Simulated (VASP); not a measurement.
A run of VASP 6.6.1:

INCAR

```
SYSTEM = TaN
PREC = Accurate ; ENCUT = 520
EDIFF = 1E-6 ; ISMEAR = 0
SIGMA = 0.05 ; LREAL = .False.
LASPH = .True. ; NELM = 150
ALGO = Fast ; ISIF = 2
LWAVE = .False. ; LCHARG = .False.
LMAXMIX = 4 ; LDAU = .True.
LDAUTYPE = 1 ; LDAUL = 2 -1
LDAUU = 6 0 ; LDAUJ = 0.5 0
LDAUPRINT = 1 ; NBANDS = 42
```

KPOINTS

```
Automatic mesh
0
Gamma
  7 7 2
  0 0 0
```

File POSCAR:

```
TaN
1.0
    3.0500020400      0.0000000000      0.0000000000
   -1.5250010200      2.6413792500      0.0000000000
    0.0000000000      0.0000000000      9.8800030600
Ta N
4 4
Direct
    0.3333333333      0.6666666667      0.0000000000
    0.6666666667      0.3333333333      0.2500000000
    0.3333333333      0.6666666667      0.5000000000
    0.6666666667      0.3333333333      0.7500000000
    0.3333333333      0.6666666667      0.1925000000
    0.6666666667      0.3333333333      0.4425000000
    0.3333333333      0.6666666667      0.6925000000
    0.6666666667      0.3333333333      0.9425000000
```

Potentials or basis: VASP PAW LDA potentials, release 64 (Ta_pv, N).

Run with:

```console
$ cat potpaw_LDA.64/Ta_pv/POTCAR potpaw_LDA.64/N/POTCAR > POTCAR
$ mpirun -np 1 vasp_std > vasp.out
```

Hardware: 1 thread of Intel(R) Xeon(R) Platinum 8488C (Sapphire Rapids) (shared host).

Estimate the wall time of this run.

Wall time 34 s on 1 thread of Intel(R) Xeon(R) Platinum 8488C (Sapphire Rapids), on a shared host, peak memory 0.19 GiB. Counts: scf iterations 16, k points 16.
